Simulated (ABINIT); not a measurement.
## How the form of the self-energy moves the gap of SiC (Moissanite)

Aim: compare treatments of exchange, screening and correlation for the gap of SiC (Moissanite).

Calculated with ABINIT 10.8.3; PBE and many-body steps on it, plane waves.

**Experimental background.**

- Gap 3.33 eV: band gap at cryogenic temperature; bulk crystal (literature value) (quoted in “Silicon carbide diodes for neutron detection”, 2020, arxiv:2009.14696).

## Step 1: Set-up

Symmetry: P6_3mc, No. 186, hexagonal system. Conventional cell: a = 3.076 Å, b = 3.076 Å, c = 5.048 Å, α = 90.00°, β = 90.00°, γ = 120.00°. Nearest to Si lie 4 C at 1.87 to 1.94 Å. Nearest to C lie 4 Si at 1.87 to 1.94 Å. Farther neighbours are not listed.

The cell and positions come from the Crystallography Open Database and are kept as given unless a step says otherwise.

## Step 2: Empty states on the mesh, 6×6×4 mesh, 188 bands

This step: ABINIT 10.8.3; DFT, PBE, plane waves, norm-conserving pseudopotentials.

The sums over transitions need many empty states on a uniform mesh; this step solves for them.

run.abi

```
acell 3*1.0 Angstrom
rprim 
  3.075999999976 0.000000000005 0.000000000000
  -1.537999999993 2.663894142018 0.000000000000
  0.000000000000 0.000000000000 5.048000000000
ntypat 2
znucl 14 6
natom 4
typat 1 1 2 2
xred 
  0.333333333333 0.666666666667 0.000000000000
  0.666666666667 0.333333333333 0.500000000000
  0.333333333333 0.666666666667 0.385000000000
  0.666666666667 0.333333333333 0.885000000000
pp_dirpath "pseudos"
pseudos "Si.upf, C.upf"
ecut 37
ngkpt 6 6 4
nshiftk 1
shiftk 0 0 0
kptopt 1
chksymbreak 0
irdden 1
istwfk *1
nband 188
prtvol 0
optdriver 6
gwr_task "HDIAGO"
paral_kgb 0
occopt 1
indata_prefix "in"
outdata_prefix "out"
tmpdata_prefix "tmp"
```

Command:

```
$ OMP_NUM_THREADS=1 mpirun -n 4 abinit run.abi > log
```

The log of the run:

```text
.Version 10.8.3 of ABINIT. v10.8.2 released Aug 2026.

 Symmetries : space group P6_3 m c (#186); Bravais hP (primitive hexag.)
[... echo of the input left out ...]
== DATASET  1 ==================================================================
-   mpi_nproc: 4, omp_nthreads: 1 (-1 if OMP is not activated)

--- !DatasetInfo
iteration_state: {dtset: 1, }
dimensions: {natom: 4, nkpt: 21, mband: 188, nsppol: 1, nspinor: 1, nspden: 1, mpw: 3018, }
cutoff_energies: {ecut:  37.0, pawecutdg:  -1.0, }
[...]
Indirect band gap semiconductor
 Fundamental gap:     2.329 (eV)
   VBM:     7.139 (eV) at k: [ 0.0000E+00,  0.0000E+00,  0.0000E+00]
   CBM:     9.468 (eV) at k: [ 3.3333E-01,  3.3333E-01,  0.0000E+00]
 Direct gap:         4.083 (eV) at k: [ 5.0000E-01,  0.0000E+00,  0.0000E+00]

== END DATASET(S) ==============================================================
================================================================================

 -outvars: echo values of variables after computation  --------
           etotal      0.0000000000E+00
            nband         188
             nkpt          21
          spgroup         186
 [... the other variables as echoed above ...]

 Calculation completed.
```

Run time: 2.9 min. Hardware: 4 MPI ranks of Arm Neoverse N1, shared host; peak memory 2.2 GiB.

Numbers from this step:

* gap: 2.329 eV
* k of the valence top: 0, 0, 0
* k of the conduction bottom: 0.3333, 0.3333, 0
* least direct gap: 4.083 eV
* k points computed: 21
* lowest point of the top converged band, above the valence top: 131.0627 eV

On this mesh the gap is 2.329 eV.

The density comes from a self-consistent run that is not shown.

## Step 3: Screening, 6×6×4 mesh, 180 bands, screening to 228.6 eV

The RPA dielectric matrix is built and inverted for each q.

This step: RPA screening on PBE, plane waves, norm-conserving pseudopotentials.

Changes to run.abi since step 2:

```diff
@@ -22,10 +22,11 @@
 chksymbreak 0
-irdden 1
 istwfk *1
-nband 188
-prtvol 0
-optdriver 6
-gwr_task "HDIAGO"
-paral_kgb 0
 occopt 1
+irdwfk 1
+optdriver 3
+nband 180
+ecuteps 8.4
+inclvkb 2
+awtr 1
+symchi 1
 indata_prefix "in"
```

The log of the run:

```text
.Version 10.8.3 of ABINIT. v10.8.2 released Aug 2026.

 Symmetries : space group P6_3 m c (#186); Bravais hP (primitive hexag.)
[... echo of the input left out ...]
== DATASET  1 ==================================================================
-   mpi_nproc: 4, omp_nthreads: 1 (-1 if OMP is not activated)

--- !DatasetInfo
iteration_state: {dtset: 1, }
dimensions: {natom: 4, nkpt: 21, mband: 180, nsppol: 1, nspinor: 1, nspden: 1, mpw: 3018, }
cutoff_energies: {ecut:  37.0, pawecutdg:  -1.0, }
electrons: {nelect:   1.60000000E+01, charge:   0.00000000E+00, occopt:   1.00000000E+00, tsmear:   1.00000000E-02, }

 SCREENING: Calculation of the susceptibility and dielectric matrices

 Based on a program developped by R.W. Godby, V. Olevano, G. Onida, and L. Reining.
 Incorporated in ABINIT by V. Olevano, G.-M. Rignanese, and M. Torrent.
.Using double precision arithmetic ; gwpc =  8

[... cell and pseudopotentials left out ...]
--------------------------------------------------------------------------------

 ==== K-mesh for the wavefunctions ====
 Number of points in the irreducible wedge :    21
[... list of points left out ...]
 Together with 12 symmetry operations and time-reversal symmetry
 yields   144 points in the full Brillouin Zone.

 ==== Q-mesh for the screening function ====
 Number of points in the irreducible wedge :    21
[... list of points left out ...]
 Together with 12 symmetry operations and time-reversal symmetry
 yields   144 points in the full Brillouin Zone.

 setmesh: FFT mesh size selected  =    24x   24x   40
          total number of points  =        23040

 vcoul_init : cutoff-mode = AUXILIARY_FUNCTION
 q-points for optical limit:   1
     1)      0.000010    0.000020    0.000030

- screening: taking advantage of time-reversal symmetry
- Maximum band index for partially occupied states nbvw = 8
- Remaining bands to be divided among processors   nbcw = 172
- Number of bands treated by each node ~43

 Number of electrons calculated from density =   16.0000; Expected =   16.0000
 average of density, n =  0.057319
 r_s =    1.6089
 omega_plasma =   23.0944 [eV]

 calculating chi0 at frequencies [eV] :
  1    0.000000E+00    0.000000E+00
  2    0.000000E+00    2.309436E+01

--------------------------------------------------------------------------------
  q-point number  1        q = ( 0.000000, 0.000000, 0.000000) [r.l.u.]
--------------------------------------------------------------------------------
[... chi0 elements left out ...]
 For q-point:  0.000010 0.000020 0.000030
  dielectric constant =   6.8425
  dielectric constant without local fields =   7.4944

  Average fulfillment of the sum rule on Im[epsilon] for q-point    1 :     91.89  [%]
[... wings left out ...]
  q-point number  2        q = ( 0.166667, 0.000000, 0.000000) [r.l.u.]
--------------------------------------------------------------------------------
[... chi0 elements left out ...]
  Average fulfillment of the sum rule on Im[epsilon] for q-point    2 :     95.03  [%]

 [... 19 further q-points ...]
```

Wall time 8.7 min (4 MPI ranks); peak memory 2.1 GiB; 35 min of CPU time.

Numbers from this step:

| Property | Result |
| --- | --- |
| ε∞ with local fields, on this mesh, along the program's q direction | 6.843 |
| the same without local fields | 7.494 |
| plasma frequency | 23.09 eV |
| plane waves in the screening matrix | 313 |

Local fields lower ε∞ by 9 %.

## Step 4: G0W0, Godby-Needs plasmon pole

The self-energy is evaluated for the states that the input lists, and the levels follow from it, in one-shot runs by the linearised quasiparticle equation.

This step: G0W0 on PBE, plane waves, norm-conserving pseudopotentials.

Changes to run.abi since step 3:

```diff
@@ -25,8 +25,19 @@
 irdwfk 1
-optdriver 3
+optdriver 4
 nband 180
+gwcalctyp 0
+ecutsigx 37
+symsigma 1
+nkptgw 3
+kptgw 
+  0.0000000000 0.0000000000 0.0000000000
+  0.3333333333 0.3333333333 0.0000000000
+  0.5000000000 0.0000000000 0.0000000000
+bdgw 
+  6 10
+  7 10
+  7 10
 ecuteps 8.4
-inclvkb 2
-awtr 1
-symchi 1
+irdscr 1
+ppmodel 1
 indata_prefix "in"
```

The log of the run:

```text
.Version 10.8.3 of ABINIT. v10.8.2 released Aug 2026.

 Symmetries : space group P6_3 m c (#186); Bravais hP (primitive hexag.)
[... echo of the input left out ...]
== DATASET  1 ==================================================================
-   mpi_nproc: 4, omp_nthreads: 1 (-1 if OMP is not activated)

--- !DatasetInfo
iteration_state: {dtset: 1, }
dimensions: {natom: 4, nkpt: 21, mband: 180, nsppol: 1, nspinor: 1, nspden: 1, mpw: 3018, }
cutoff_energies: {ecut:  37.0, pawecutdg:  -1.0, }
electrons: {nelect:   1.60000000E+01, charge:   0.00000000E+00, occopt:   1.00000000E+00, tsmear:   1.00000000E-02, }

 SIGMA: Calculation of the GW corrections

 Based on a program developped by R.W. Godby, V. Olevano, G. Onida, and L. Reining.
 Incorporated in ABINIT by V. Olevano, G.-M. Rignanese, and M. Torrent.
.Using double precision arithmetic ; gwpc =  8

[... cell and pseudopotentials left out ...]
--------------------------------------------------------------------------------

 ==== K-mesh for the wavefunctions ====
 Number of points in the irreducible wedge :    21
[... list of points left out ...]
 Together with 12 symmetry operations and time-reversal symmetry
 yields   144 points in the full Brillouin Zone.

 ==== Q-mesh for screening function ====
 Number of points in the irreducible wedge :    21
[... list of points left out ...]
 Together with 12 symmetry operations and time-reversal symmetry
 yields   144 points in the full Brillouin Zone.

 vcoul_init : cutoff-mode = AUXILIARY_FUNCTION
 q-points for optical limit:   1
     1)      0.000010    0.000020    0.000030
 setmesh: FFT mesh size selected  =    27x   27x   54
          total number of points  =        39366

 Number of electrons calculated from density =   16.0000; Expected =   16.0000
 average of density, n =  0.057319
 r_s =    1.6089
 omega_plasma =   23.0944 [eV]

 === KS Band Gaps ===
  >>>> For spin  1
   Minimum direct gap =   4.0829 [eV], located at k-point      :   0.5000  0.0000  0.0000
   Fundamental gap    =   2.3294 [eV], Top of valence bands at :   0.0000  0.0000  0.0000
                                       Bottom of conduction at :   0.3333  0.3333  0.0000
 SIGMA fundamental parameters:
 PLASMON POLE MODEL  1
 number of plane-waves for SigmaX                 2997
 number of plane-waves for SigmaC and W            313
 number of plane-waves for wavefunctions          2997
 number of bands                                   180
 number of independent spin polarizations            1
 number of spinorial components                      1
 number of k-points in IBZ                          21
 number of q-points in IBZ                          21
 number of symmetry operations                      12
 number of k-points in BZ                          144
 number of q-points in BZ                          144
 number of frequencies for dSigma/dE                 9
 frequency step for dSigma/dE [eV]                0.25
 number of omega for Sigma on real axis              0
 max omega for Sigma on real axis  [eV]           0.00
 zcut for avoiding poles [eV]                     0.10

 EPSILON^-1 parameters (SCR file):
 dimension of the eps^-1 matrix on file            313
 dimension of the eps^-1 matrix used               313
 number of plane-waves for wavefunctions          2997
 number of bands                                   180
 number of q-points in IBZ                          21
 number of frequencies                               2
 number of real frequencies                          1
 number of imag frequencies                          1

 matrix elements of self-energy operator (all in [eV])

 Perturbative Calculation

--- !SelfEnergy_ee
iteration_state: {dtset: 1, }
kpoint     : [   0.000,    0.000,    0.000, ]
spin       : 1
KS_gap     :    4.620
QP_gap     :    5.487
Delta_QP_KS:    0.868
data: !SigmaeeData |
     Band     E0 <VxcDFT>   SigX SigC(E0)      Z dSigC/dE  Sig(E)    E-E0       E
        6   6.864 -15.055 -17.694   1.958   0.792  -0.263 -15.594  -0.539   6.325
        7   6.864 -15.055 -17.694   1.958   0.792  -0.263 -15.594  -0.539   6.325
        8   7.139 -14.882 -17.276   1.750   0.793  -0.261 -15.393  -0.511   6.628
        9  11.758 -12.188  -7.007  -4.738   0.806  -0.241 -11.831   0.357  12.115
       10  13.157 -12.746  -7.214  -5.130   0.793  -0.260 -12.427   0.319  13.477

--- !SelfEnergy_ee
iteration_state: {dtset: 1, }
kpoint     : [   0.333,    0.333,    0.000, ]
spin       : 1
KS_gap     :    6.371
QP_gap     :    7.417
Delta_QP_KS:    1.046
data: !SigmaeeData |
     Band     E0 <VxcDFT>   SigX SigC(E0)      Z dSigC/dE  Sig(E)    E-E0       E
        7   3.097 -12.979 -16.874   2.783   0.781  -0.280 -13.848  -0.869   2.228
[...]
--- !SelfEnergy_ee
iteration_state: {dtset: 1, }
kpoint     : [   0.500,    0.000,    0.000, ]
spin       : 1
KS_gap     :    4.083
QP_gap     :    5.014
Delta_QP_KS:    0.931
data: !SigmaeeData |
     Band     E0 <VxcDFT>   SigX SigC(E0)      Z dSigC/dE  Sig(E)    E-E0       E
[...]
8   5.651 -14.535 -17.688   2.273   0.789  -0.268 -15.229  -0.695   4.956
        9   9.734 -10.592  -6.058  -4.247   0.821  -0.218 -10.356   0.236   9.970
       10  11.338 -11.767  -6.941  -4.365   0.809  -0.236 -11.394   0.374  11.711

== END DATASET(S) ==============================================================
================================================================================

 -outvars: echo values of variables after computation  --------
           etotal      0.0000000000E+00
            nband         180
             nkpt          21
          spgroup         186
 [... the other variables as echoed above ...]

 Calculation completed.
```

Run time: 2.4 min. Hardware: 4 MPI ranks; peak memory 2.3 GiB; 9.5 min of CPU time.

Numbers from this step:

```yaml
g0w0_gap_on_the_points_computed: 3.018 eV
starting_gap_on_the_mesh: 2.329 eV
k_of_the_valence_top: 0, 0, 0
k_of_the_conduction_bottom: 0.3333, 0.3333, 0
z_at_the_valence_top: 0.793
z_at_the_conduction_bottom: 0.825
least_direct_g0w0_gap_on_the_computed_points: 5.014 eV
```

The gap on the mesh goes from 2.33 eV to 3.02 eV, a correction of +0.69 eV.

## Step 5: G0W0, Hybertsen-Louie plasmon pole

Changes to run.abi since step 4:

```diff
@@ -41,3 +41,3 @@
 irdscr 1
-ppmodel 1
+ppmodel 2
 indata_prefix "in"
```

The log of the run:

```text
.Version 10.8.3 of ABINIT. v10.8.2 released Aug 2026.

 Symmetries : space group P6_3 m c (#186); Bravais hP (primitive hexag.)
[... echo of the input left out ...]
== DATASET  1 ==================================================================
-   mpi_nproc: 4, omp_nthreads: 1 (-1 if OMP is not activated)

--- !DatasetInfo
iteration_state: {dtset: 1, }
dimensions: {natom: 4, nkpt: 21, mband: 180, nsppol: 1, nspinor: 1, nspden: 1, mpw: 3018, }
cutoff_energies: {ecut:  37.0, pawecutdg:  -1.0, }
electrons: {nelect:   1.60000000E+01, charge:   0.00000000E+00, occopt:   1.00000000E+00, tsmear:   1.00000000E-02, }

 SIGMA: Calculation of the GW corrections

 Based on a program developped by R.W. Godby, V. Olevano, G. Onida, and L. Reining.
 Incorporated in ABINIT by V. Olevano, G.-M. Rignanese, and M. Torrent.
.Using double precision arithmetic ; gwpc =  8

[... cell and pseudopotentials left out ...]
--------------------------------------------------------------------------------

 ==== K-mesh for the wavefunctions ====
 Number of points in the irreducible wedge :    21
[... list of points left out ...]
 Together with 12 symmetry operations and time-reversal symmetry
 yields   144 points in the full Brillouin Zone.

 ==== Q-mesh for screening function ====
 Number of points in the irreducible wedge :    21
[... list of points left out ...]
 Together with 12 symmetry operations and time-reversal symmetry
 yields   144 points in the full Brillouin Zone.

 vcoul_init : cutoff-mode = AUXILIARY_FUNCTION
 q-points for optical limit:   1
     1)      0.000010    0.000020    0.000030
 setmesh: FFT mesh size selected  =    27x   27x   54
          total number of points  =        39366

 Number of electrons calculated from density =   16.0000; Expected =   16.0000
[...]
number of plane-waves for wavefunctions          2997
 number of bands                                   180
 number of q-points in IBZ                          21
 number of frequencies                               2
 number of real frequencies                          1
 number of imag frequencies                          1

 matrix elements of self-energy operator (all in [eV])

 Perturbative Calculation

--- !SelfEnergy_ee
iteration_state: {dtset: 1, }
kpoint     : [   0.000,    0.000,    0.000, ]
spin       : 1
KS_gap     :    4.620
QP_gap     :    5.569
Delta_QP_KS:    0.950
data: !SigmaeeData |
     Band     E0 <VxcDFT>   SigX SigC(E0)      Z dSigC/dE  Sig(E)    E-E0       E
        6   6.864 -15.055 -17.694   1.548   0.816  -0.226 -15.945  -0.890   5.974
        7   6.864 -15.055 -17.694   1.548   0.816  -0.226 -15.945  -0.890   5.974
        8   7.139 -14.882 -17.276   1.369   0.816  -0.225 -15.719  -0.836   6.302
[...]
--- !SelfEnergy_ee
iteration_state: {dtset: 1, }
kpoint     : [   0.333,    0.333,    0.000, ]
spin       : 1
KS_gap     :    6.371
QP_gap     :    7.548
Delta_QP_KS:    1.177
data: !SigmaeeData |
     Band     E0 <VxcDFT>   SigX SigC(E0)      Z dSigC/dE  Sig(E)    E-E0       E
[...]
--- !SelfEnergy_ee
iteration_state: {dtset: 1, }
kpoint     : [   0.500,    0.000,    0.000, ]
spin       : 1
KS_gap     :    4.083
QP_gap     :    5.143
Delta_QP_KS:    1.060
data: !SigmaeeData |
     Band     E0 <VxcDFT>   SigX SigC(E0)      Z dSigC/dE  Sig(E)    E-E0       E
[...]
9   9.734 -10.592  -6.058  -4.526   0.838  -0.193 -10.586   0.007   9.740
       10  11.338 -11.767  -6.941  -4.646   0.830  -0.205 -11.617   0.150  11.488

== END DATASET(S) ==============================================================
================================================================================

 -outvars: echo values of variables after computation  --------
           etotal      0.0000000000E+00
            nband         180
             nkpt          21
          spgroup         186
 [... the other variables as echoed above ...]

 Calculation completed.
```

Run time: 2.3 min. Hardware: 4 MPI ranks; peak memory 2.2 GiB.

Numbers from this step:

| Quantity | Value |
| --- | --- |
| G0W0 gap on the points computed | 3.128 eV |
| starting gap on the mesh | 2.329 eV |
| k of the valence top | 0, 0, 0 |
| k of the conduction bottom | 0.3333, 0.3333, 0 |
| Z at the valence top | 0.816 |
| Z at the conduction bottom | 0.842 |
| least direct G0W0 gap on the computed points | 5.142 eV |

Against G0W0 in ABINIT (6×6×4 mesh, 180 bands, screening to 228.6 eV, Godby-Needs plasmon pole), the gap moves by +0.110 eV.

## Step 6: G0W0, von der Linden-Horsch plasmon pole

Changes to run.abi since step 5:

```diff
@@ -41,3 +41,3 @@
 irdscr 1
-ppmodel 2
+ppmodel 3
 indata_prefix "in"
```

The log of the run:

```text
.Version 10.8.3 of ABINIT. v10.8.2 released Aug 2026.

 Symmetries : space group P6_3 m c (#186); Bravais hP (primitive hexag.)
[... echo of the input left out ...]
== DATASET  1 ==================================================================
-   mpi_nproc: 4, omp_nthreads: 1 (-1 if OMP is not activated)

--- !DatasetInfo
iteration_state: {dtset: 1, }
dimensions: {natom: 4, nkpt: 21, mband: 180, nsppol: 1, nspinor: 1, nspden: 1, mpw: 3018, }
cutoff_energies: {ecut:  37.0, pawecutdg:  -1.0, }
[...]
Band     E0 <VxcDFT>   SigX SigC(E0)      Z dSigC/dE  Sig(E)    E-E0       E
[...]
9   9.734 -10.592  -6.058  -4.676   0.847  -0.181 -10.712  -0.120   9.614
       10  11.338 -11.767  -6.941  -4.739   0.837  -0.195 -11.694   0.074  11.412

== END DATASET(S) ==============================================================
================================================================================

 -outvars: echo values of variables after computation  --------
           etotal      0.0000000000E+00
            nband         180
             nkpt          21
          spgroup         186
 [... the other variables as echoed above ...]

 Calculation completed.
```

It took 45 s on 4 MPI ranks; peak memory 2.1 GiB; 3 min of CPU time.

This step gave:

```
G0W0 gap on the points computed              : 2.988 eV
starting gap on the mesh                     : 2.329 eV
k of the valence top                         : 0, 0, 0
k of the conduction bottom                   : 0.3333, 0.3333, 0
least direct G0W0 gap on the computed points : 5.008 eV
```

Against G0W0 in ABINIT (6×6×4 mesh, 180 bands, screening to 228.6 eV, Godby-Needs plasmon pole), the gap moves by −0.030 eV.

[end of part 1 of 2]

[Paths, hosts, dates, memory and timing lines, banners, echoed tables and standing remarks are left out of the program output.]

[Logs are printed without paths, hosts, clocks, repeated set-up lines and the standing remarks that a program may print on its own settings, such as how far it seeks lower states.]

[Runs of the session that timed out or met a known fault of the program may be left out.]

[Hosts, paths, dates, database ids (printed as entryN), source tags and the programs' standing remarks are cut or masked in the printed files.]

[G0W0 gaps are taken among the corrected bands and points alone; a level outside them can change the order at an edge.]

[Where Ansatz stands beside ABINIT at settings called matched, ABINIT's density can come from a denser mesh and the files from another edition; pairs whose starting gaps differed by over 0.03 eV were left out, so agreement reads better than it is.]
